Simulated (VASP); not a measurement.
Wanted: the native input for a VASP 6.6.1 run.

| Item | Value |
| --- | --- |
| Task | single point |
| Functional | PBE |
| Potentials or basis | VASP PAW PBE potentials, release 64 (Al) |
| Cutoff | 520 eV |
| k mesh | 11 × 11 × 11 |
| Occupations | gaussian, width 0.021 eV |
| Spin | no spin polarisation |
| Further INCAR settings | ALGO = Normal; EDIFF = 1e-07; NBANDS = 8 |

The structure of Al lies in POSCAR:

```
Al
1.0
    0.0000000000      2.0248050000      2.0248050000
    2.0248050000      0.0000000000      2.0248050000
    2.0248050000      2.0248050000      0.0000000000
Al
1
Direct
    0.0000000000      0.0000000000      0.0000000000
```

One way to write it, as run:

INCAR

```
SYSTEM = Al
PREC = Accurate
ENCUT = 520
EDIFF = 1E-7
ISMEAR = 0
SIGMA = 0.020999999999999998
LREAL = .False.
LASPH = .True.
NELM = 60
ALGO = Normal
ISIF = 2
LWAVE = .False.
LCHARG = .False.
GGA = PE
NBANDS = 8
```

KPOINTS

```
regular mesh
0
Gamma
  11 11 11
  0 0 0
```

Potentials or basis: VASP PAW PBE potentials, release 64 (Al).

Command:

```sh
$ cat potpaw_PBE.64/Al/POTCAR > POTCAR
$ mpirun -np 1 vasp_std > vasp.out
```

It gave:

* Pressure: -0.5 GPa
* Band gap on the k mesh: none (metal or under the smearing width)

Run time: 13 s on 1 thread of Intel(R) Xeon(R) Platinum 8259CL CPU @ 2.50GHz (Skylake/Cascade Lake) (shared host), peak memory 0.13 GiB.
